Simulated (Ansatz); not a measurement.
# Compressing AlCo

Computed with DFT PBEsol, scalar-relativistic, plane waves, PAW (Ansatz). Run with 420 eV cutoff, 14×14×14 k-mesh, Gaussian smearing of 0.10 eV, no spin polarisation.

Starting point, cell and atoms relaxed:

```yaml
crystal:
  lattice:
    - [2.82259, 0.00000, 0.00000]
    - [0.00000, 2.82259, 0.00000]
    - [0.00000, 0.00000, 2.82259]
  atoms:
    - { symbol: Al, position: [0.00000, 0.00000, 0.00000] }
    - { symbol: Co, position: [0.50000, 0.50000, 0.50000] }
```

Cell and atoms are relaxed at each pressure within the symmetry of the start, at zero temperature, so transitions that lower the symmetry aren't seen. The k-mesh given is that at zero pressure and may differ at others. a, b and c are the lengths of the cell vectors above.

| P (GPa) | V (Å³/atom) | V/V0 | a (Å) | b (Å) | c (Å) |
| --- | --- | --- | --- | --- | --- |
| -2 | 11.36 | 1.011 | 2.833 | 2.833 | 2.833 |
| 0 | 11.24 | 1.000 | 2.823 | 2.823 | 2.823 |
| 2 | 11.13 | 0.990 | 2.813 | 2.813 | 2.813 |
| 5 | 10.97 | 0.976 | 2.799 | 2.799 | 2.799 |
| 10 | 10.73 | 0.954 | 2.779 | 2.779 | 2.779 |
| 20 | 10.32 | 0.918 | 2.743 | 2.743 | 2.743 |
| 40 | 9.68 | 0.861 | 2.685 | 2.685 | 2.685 |

Problem. What bulk modulus and pressure derivative fit these points?

Solution. A third-order Birch–Murnaghan fit gives B0 = 194 GPa and B0' = 4.2.